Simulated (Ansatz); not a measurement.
## NbN

```xyz
2
Lattice="0.0000 2.1945 2.1945 2.1945 0.0000 2.1945 2.1945 2.1945 0.0000" Properties=species:S:1:pos:R:3 pbc="T T T"
Nb    2.1945    2.1945    2.1945
N     0.0000    0.0000    0.0000
```

Atom numbers follow the list: Nb1, N2.

The geometry is COD entry 1538667, unchecked; take it as a test cell.

Levels of theory: DFT, PBE, all-electron LAPW, scalar-relativistic (Ansatz 0.2.0); DFT, PBE, PAW with Ansatz's default frozen-core files, scalar-relativistic (Ansatz 0.2.0).

For LAPW: a Γ-centred 13×13×13 k mesh, Fermi–Dirac smearing of 0.08 eV, basis error target 0.25 meV/atom, no spin polarisation. PAW takes a cutoff of 420 eV at this cell. The Ansatz runs share mesh, smearing and spin set-up. Values come from LAPW unless marked.

```json
{"Pressure at this cell": "7.07 GPa", "Band gap": "none: bands cross the Fermi level, a metal", "Density of states at the Fermi level (0.2 eV bin)": "0.86 states/eV per cell", "Löwdin charges (with 0.06 e of the cell spilling out of the atomic basis, so their sizes and signs hang on that basis)": "Nb1 0.72, N2 -0.66 e", "Bader charges (from the PAW run)": "Nb1 +1.76, N2 -1.76 e", "Volume per atom": "10.57 Å³"}
```
